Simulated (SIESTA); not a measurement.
# CdS (Hawleyite) under changes of volume

One of the cells (25.304 Å³/atom); the others are scaled copies at fixed shape and fractional positions:

```
Cd S
1.0
     0.00000    2.93582    2.93582
     2.93582    0.00000    2.93582
     2.93582    2.93582    0.00000
Cd S
1 1
Direct
  0.00000 0.00000 0.00000
  0.75000 0.75000 0.75000
```

- Program: SIESTA 5.4.2
- Functional: PBE
- Potentials or basis: PseudoDojo 0.4 standard (PBE files)
- Basis: DZP (energy shift 0.003 Ry; two zetas on semicore shells)
- Grid cutoff: 800 Ry
- Energy shift: 0.003 Ry
- k mesh: 8 × 8 × 8
- Occupations: fermi-dirac, width 0.05 eV
- Spin: no spin polarisation

```csv
volume (Å³/atom),energy over the lowest point (meV/atom),pressure (GPa),gap on the mesh (eV)
23.319,?,?,?
23.815,41.30,6.3,1.47
24.312,24.22,4.7,1.42
25.304,4.33,1.9,1.31
25.800,0.35,0.7,1.26
26.296,0.00,-0.4,1.21
```

Problem. What does the run at 23.319 Å³/atom give?

Solution. Energy over the lowest point 63.67 meV/atom; pressure 8.2 GPa; gap on the mesh 1.53 eV.

Worked out: A Birch-Murnaghan fit of order 3 (a polynomial in V^(-2/3)) to the other rows has its minimum at 26.11 Å³/atom with B0 = V·E''(V) = 55 GPa and B' = 4.8. It gives 63.76 meV/atom at 23.319 Å³/atom, against the run's 63.67, and -dE/dV = 8.2 GPa, against 8.2. A straight line through the other rows of the gap, of slope -2.64 eV per unit of ln V (its deformation potential), extrapolates to 1.53 eV, against the run's 1.53.

Energies are extrapolated to zero smearing.

Caveats: the basis of atomic orbitals isn't converged, which shifts pressures, moduli and gaps.

A mesh can miss the band edges. Spin-orbit coupling on Cd is left out.
